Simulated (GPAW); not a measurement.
A run of GPAW 26.7.0 is set up as follows.

Contents of run.py:

```python
from ase import Atoms
from ase.filters import FrechetCellFilter
from ase.io import write
from ase.optimize import BFGS
from ase.units import GPa
from gpaw import GPAW, PW, setup_paths

setup_paths.insert(0, '.')

atoms = Atoms(['Ni', 'O'],
              cell=[[0.0, 2.0859016414, 2.0859016414],
                    [2.0859016414, 0.0, 2.0859016414],
                    [2.0859016414, 2.0859016414, 0.0]],
              scaled_positions=[[0.0, 0.0, 0.0],
                                [0.5, 0.5, 0.5]],
              pbc=True)
atoms.set_initial_magnetic_moments([1.0, 0.0])

calc = GPAW(mode=PW(800),
            xc='PBEsol',
            kpts={'size': (9, 9, 9), 'gamma': True},
            occupations={'name': 'fermi-dirac', 'width': 0.05},
            nbands=22,
            convergence={'density': 1e-05, 'forces': 0.0001},
            maxiter=150,
            txt='gpaw.txt')
atoms.calc = calc
opt = BFGS(FrechetCellFilter(atoms, scalar_pressure=2 * GPa), trajectory='relax.traj', logfile='-')
done = opt.run(fmax=0.02, steps=60)
calc.write('gs.gpw')
write('result.traj', atoms)
print('Converged:', done)
print('Cell:', atoms.cell.cellpar().round(4))
print('Volume:', round(atoms.get_volume(), 4))
print(atoms.get_scaled_positions().round(5))
```

Potentials or basis: PAW data sets generated in the run's folder for this functional, pw.

Run with:

```sh
$ gpaw-setup -f PBEsol Ni O
$ OMP_NUM_THREADS=1 python run.py
```

(1) Estimate the net moment.

(2) Estimate the relaxed volume.

(3) What does it give for the site moments?

(4) What does it give for the relaxed cell?

Answers

(1) 1.06 μB per cell.

(2) 8.79 Å³/atom.

(3) Ni +0.91; O +0.11 μB.

(4) a = 2.918 Å, b = 2.918 Å, c = 2.918 Å, α = 60.00°, β = 60.00°, γ = 60.00°.

Caveat: each step starts from the last one's moments, so a moment once lost doesn't come back; the stock nickel data set gives pressures a few GPa off other programs; later steps reuse the first step's grids; a cell with one magnetic atom can't hold antiferromagnetic order, which such compounds often take.
